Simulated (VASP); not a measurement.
# Gd (Im-3m) in VASP: settings compared, part 2 of 10

VASP 6.6.1. Earlier steps stand in the parts before.

## 3. Band structure, SCAN, collinear spin, ferromagnetic start

INCAR

```
  PREC = Accurate
  ENCUT = 520
  EDIFF = 1E-6
  ISMEAR = -1
  SIGMA = 0.05
  LREAL = False
  LASPH = True
  NELM = 100
  ALGO = Normal
  ISIF = 2
  LWAVE = False
  LCHARG = False
  ISPIN = 2
  MAGMOM = 7
  LORBIT = 11
  LMAXMIX = 6
  METAGGA = SCAN
  LMIXTAU = True
  NBANDS = 19
```

KPOINTS

```
regular mesh
0
Gamma
  7 7 7
```

POSCAR

```
Gd
1.0
   -2.0250000000      2.0250000000      2.0250000000
    2.0250000000     -2.0250000000      2.0250000000
    2.0250000000      2.0250000000     -2.0250000000
Gd
1
Direct
    0.0000000000      0.0000000000      0.0000000000
```

KPOINTS_OPT

```
path GHNGPH,PN
15
line-mode
reciprocal
 0.0000000000  0.0000000000  0.0000000000  G
 0.5000000000 -0.5000000000  0.5000000000  H

 0.5000000000 -0.5000000000  0.5000000000  H
 0.0000000000  0.0000000000  0.5000000000  N

 0.0000000000  0.0000000000  0.5000000000  N
 0.0000000000  0.0000000000  0.0000000000  G

 0.0000000000  0.0000000000  0.0000000000  G
 0.2500000000  0.2500000000  0.2500000000  P

 0.2500000000  0.2500000000  0.2500000000  P
 0.5000000000 -0.5000000000  0.5000000000  H

 0.2500000000  0.2500000000  0.2500000000  P
 0.0000000000  0.0000000000  0.5000000000  N
```

Potentials or basis: VASP PAW PBE potentials, release 64 (Gd).

Run with:

```console
cat potpaw_PBE.64/Gd/POTCAR > POTCAR
mpirun -np 1 vasp_std > vasp.out
```

OUTCAR:

```text
PREC = Accurate
   ENCUT = 520
   EDIFF = 1E-6
   ISMEAR = -1
   LREAL = False
   LASPH = True
   NELM = 100
   ISIF = 2
   ISPIN = 2
   LORBIT = 11
   METAGGA = SCAN

 ion  position               nearest neighbor table
   1  0.000  0.000  0.000-

  LATTYP: Found a body centered cubic cell.
 ALAT       =     4.0500000000

  Lattice vectors:

 A1 = (  -2.0250000000,   2.0250000000,   2.0250000000)
 A2 = (   2.0250000000,  -2.0250000000,   2.0250000000)
 A3 = (   2.0250000000,   2.0250000000,  -2.0250000000)

Analysis of symmetry for initial positions (statically):
=====================================================================
 Subroutine PRICEL returns:
 Original cell was already a primitive cell.

 Routine SETGRP: Setting up the symmetry group for a
 body centered cubic supercell.

 Subroutine GETGRP returns: Found 48 space group operations
 (whereof 48 operations were pure point group operations)
 out of a pool of 48 trial point group operations.

The static configuration has the point symmetry O_h .

Analysis of symmetry for dynamics (positions and initial velocities):
=====================================================================
 Subroutine PRICEL returns:
 Original cell was already a primitive cell.

 Routine SETGRP: Setting up the symmetry group for a
 body centered cubic supercell.

 Subroutine GETGRP returns: Found 48 space group operations
 (whereof 48 operations were pure point group operations)
 out of a pool of 48 trial point group operations.

The dynamic configuration has the point symmetry O_h .

Analysis of structural, dynamic, and magnetic symmetry:
=====================================================================
 Subroutine PRICEL returns:
 Original cell was already a primitive cell.

 Routine SETGRP: Setting up the symmetry group for a
 body centered cubic supercell.

 Subroutine GETGRP returns: Found 48 space group operations
 (whereof 48 operations were pure point group operations)
 out of a pool of 48 trial point group operations.

The overall configuration has the point symmetry O_h .

 Subroutine INISYM returns: Found 48 space group operations
 (whereof 48 operations are pure point group operations),
 and found     1 'primitive' translations

----------------------------------------------------------------------------------------

                                     Primitive cell

  volume of cell :      33.2151

  direct lattice vectors                    reciprocal lattice vectors
    -2.025000000  2.025000000  2.025000000     0.000000000  0.246913580  0.246913580
     2.025000000 -2.025000000  2.025000000     0.246913580  0.000000000  0.246913580
     2.025000000  2.025000000 -2.025000000     0.246913580  0.246913580  0.000000000

  length of vectors
     3.507402885  3.507402885  3.507402885     0.349188534  0.349188534  0.349188534

  position of ions in fractional coordinates (direct lattice)
     0.000000000  0.000000000  0.000000000

  ion indices of the primitive-cell ions
   primitive index   ion index
                 1           1

[... 52 lines left out ...]
   dimension x,y,z NGXF=    56 NGYF=   56 NGZF=   56
   ions per type =               1
   NGX,Y,Z   is equivalent  to a cutoff of  13.27, 13.27, 13.27 a.u.
   NGXF,Y,Z  is equivalent  to a cutoff of  26.54, 26.54, 26.54 a.u.
 SYSTEM =  unknown system
   PREC   = accura    normal or accurate (medium, high low for compatibility)
   ISTART =      0    job   : 0-new  1-cont  2-samecut
   ICHARG =      2    charge: 1-file 2-atom 10-const
   ISPIN  =      2    spin polarized calculation?
   LNONCOLLINEAR =      F non collinear calculations
   LSORBIT =      F    spin-orbit coupling
   LASPH  =      T    aspherical Exc in radial PAW
   ENCUT  =  520.0 eV  38.22 Ry    6.18 a.u.   6.52  6.52  6.52*2*pi/ulx,y,z
   NELM   =    100;   NELMIN=  2; NELMDL= -5     # of ELM steps
   EDIFF  = 0.1E-05   stopping-criterion for ELM
   LREAL  =      F    real-space projection
   EDIFFG = 0.1E-04   stopping-criterion for IOM
   NSW    =      0    number of steps for IOM
   IBRION =     -1    ionic relax: 0-MD 1-quasi-New 2-CG
   NFREE  =      0    steps in history (QN), initial steepest desc. (CG)
   ISIF   =      2    stress and relaxation
   ISYM   =      2    0-nonsym 1-usesym 2-fastsym
   POTIM  = 0.5000    time-step for ionic-motion
   TEBEG  =    0.0;   TEEND  =   0.0 temperature during run
   PSTRESS=    0.0 pullay stress
   NELECT =      18.0000    total number of electrons
   NUPDOWN=      -1.0000    fix difference up-down
   EMIN   =  10.00;   EMAX   =-10.00  energy-range for DOS
   EFERMI =   0.00;   METHOD = LEGACY
   ISMEAR =    -1;   SIGMA  =   0.05  broadening in eV -4-tet -1-fermi 0-gaus
   EFERMI_NEDOS =   21; number of points for ismear=-14 and -15
   IALGO  =     38    algorithm
   IMIX   =      4    mixing-type and parameters
     AMIX     =   0.40;   BMIX     =  1.00
     AMIX_MAG =   1.60;   BMIX_MAG =  1.00
  volume/ion in A,a.u.               =      33.22       224.15
  Fermi-wavevector in a.u.,A,eV,Ry     =   1.334711  2.522238 24.238153  1.781454
  Thomas-Fermi vector in A             =   2.463472
   LORBIT       =     11    0 simple, 1 ext, 2 COOP (PROOUT), +10 PAW based schemes
   METAGGA = SCAN    functional components
   LHFCALC =     F    Hartree Fock is set to
   AEXX    =    0.0000 exact exchange contribution
   IVDW    =     0    specifies the selected vdW correction
   LEPSILON=     F    determine dielectric tensor
   LRPA    =     F    only Hartree local field effects (RPA)
 spin polarized calculation
  energy-cutoff  :      520.00
  volume of cell :       33.22
 maximum number of plane-waves:       935
 NGX is ok and might be reduce to    28
   NGX = 13   NGY = 13   NGZ = 13

 number of electron      18.0000008 magnetization       8.3870600

 Free energy of the ion-electron system (eV)
  ---------------------------------------------------
  ext. energy  EPLUGINS =         0.00000000
  ---------------------------------------------------
  free energy    TOTEN  =       -56.39915209 eV

  energy without entropy =      -56.38368547  energy(sigma->0) =      -56.39141878

 E-fermi :   2.7994     XC(G=0): -10.5649

 val. band max:        2.7382450890   @ k =   0.2857   0.1429  -0.0000
 cond. band min:       2.8426515818   @ k =  -0.4286   0.4286   0.1429
 fundamental gap:      0.1044064928
 Fermi energy:         2.7994030146

 spin component 1

 k-point     1 :       0.0000    0.0000    0.0000
  band No.  band energies     occupation
      1     -43.0707      1.00000
      2     -19.7916      1.00000
      3     -19.7916      1.00000
      4     -19.7913      1.00000
      5      -2.9392      1.00000
      6      -2.8480      1.00000
[... 416 lines left out ...]
      5      -2.8643      1.00000
      6      -2.7893      1.00000
[... 11 lines left out ...]
     18      10.4354      0.00000
     19      10.4355      0.00000
 Fermi energy:         2.7994030146

 spin component 2

 k-point     1 :       0.0000    0.0000    0.0000
  band No.  band energies     occupation
      1     -40.5433      1.00000
      2     -17.7186      1.00000
      3     -17.7181      1.00000
      4     -17.7181      1.00000
      5      -0.9357      1.00000
      6       4.3801      0.00000
[... 417 lines left out ...]
      6       2.3098      0.99994
[... 11 lines left out ...]
     18      12.9048      0.00000
     19      12.9048      0.00000

------------------------ aborting loop because EDIFF is reached ----------------------------------------

  FORCE on cell =-STRESS in cart. coord.  units (eV):
  Direction    XX          YY          ZZ          XY          YZ          ZX
  --------------------------------------------------------------------------------------
  -------------------------------------------------------------------------------------
  Total       -0.0239659     -0.0239659     -0.0239659     -0.0000000      0.0000000     -0.0000000
  in kB       -1.1560312     -1.1560312     -1.1560312     -0.0000000      0.0000000     -0.0000000
  external PRESSURE =      -1.1560312 kB  Pullay stress =       0.0000000 kB

 VOLUME and BASIS-vectors are now :
 -----------------------------------------------------------------------------
  energy-cutoff  :      520.00
  volume of cell :       33.22
      direct lattice vectors                 reciprocal lattice vectors
    -2.025000000  2.025000000  2.025000000     0.000000000  0.246913580  0.246913580
     2.025000000 -2.025000000  2.025000000     0.246913580  0.000000000  0.246913580
     2.025000000  2.025000000 -2.025000000     0.246913580  0.246913580  0.000000000

 POSITION                                       TOTAL-FORCE (eV/Angst)
 -----------------------------------------------------------------------------------
      0.00000      0.00000      0.00000         0.000000     -0.000000      0.000000
 -----------------------------------------------------------------------------------
    total drift:                                0.000000      0.000000      0.000000

  FREE ENERGIE OF THE ION-ELECTRON SYSTEM (eV)
  ---------------------------------------------------
  free  energy   TOTEN  =       -56.3991520917 eV

  energy  without entropy=      -56.3836854701  energy(sigma->0) =      -56.39141878

 total charge

# of ion       s       p       d       f       tot
--------------------------------------------------
    1        2.083   5.562   0.650   6.917  15.212

 magnetization (x)

# of ion       s       p       d       f       tot
--------------------------------------------------
    1        0.023  -0.051   0.445   6.903   7.321
```

It took 17 min on 1 thread of AMD EPYC 7R43 (Zen 3), shared host; peak memory 0.21 GiB.

Results:

```yaml
Free_energy: -56.3992 eV
Pressure: -0.1 GPa
Band_gap_along_the_path: none (metal or under the smearing width)
Net_moment: 8.39 μB per cell
Site_moments: Gd +7.32 μB
Valence_electrons_inside_the_program's_atomic_spheres: Gd 15.21
```

Levels at the corners of the path, in eV from the Fermi level:
Spin up:
```csv
point,band 11,band 12,band 13,band 14,band 15,band 16
Γ,-5.51,-5.49,1.00,1.00,1.00,3.41
H,-5.51,-2.22,-2.22,5.39,5.39,5.39
H,-5.51,-2.22,-2.22,5.39,5.39,5.39
N,-5.50,-2.90,-0.64,0.90,3.22,4.08
N,-5.50,-2.90,-0.64,0.90,3.22,4.08
Γ,-5.51,-5.49,1.00,1.00,1.00,3.41
Γ,-5.51,-5.49,1.00,1.00,1.00,3.41
P,-5.56,-0.64,-0.64,-0.64,4.21,4.21
P,-5.56,-0.64,-0.64,-0.64,4.21,4.21
H,-5.51,-2.22,-2.22,5.39,5.39,5.39
P,-5.56,-0.64,-0.64,-0.64,4.21,4.21
N,-5.50,-2.90,-0.64,0.90,3.22,4.08
```
Spin down:
```
point  band 3  band 4  band 5  band 6  band 7  band 8
    Γ  -20.52  -20.52   -3.74    1.58    1.58    1.58
    H  -21.06  -21.06   -0.70   -0.70    1.66    1.70
    H  -21.06  -21.06   -0.70   -0.70    1.66    1.70
    N  -20.77  -20.53   -0.93    1.55    1.57    1.59
    N  -20.77  -20.53   -0.93    1.55    1.57    1.59
    Γ  -20.52  -20.52   -3.74    1.58    1.58    1.58
    Γ  -20.52  -20.52   -3.74    1.58    1.58    1.58
    P  -20.93  -20.93    1.25    1.25    1.25    1.72
    P  -20.93  -20.93    1.25    1.25    1.25    1.72
    H  -21.06  -21.06   -0.70   -0.70    1.66    1.70
    P  -20.93  -20.93    1.25    1.25    1.25    1.72
    N  -20.77  -20.53   -0.93    1.55    1.57    1.59
```

Caveat: the PAW data sets were made with another functional, which shifts forces and pressure a little; spin-orbit coupling is left out, which moves the levels of the heavy elements. The state reached can hang on the start; a lower one may exist.

(Continued in part 3 of 10.)
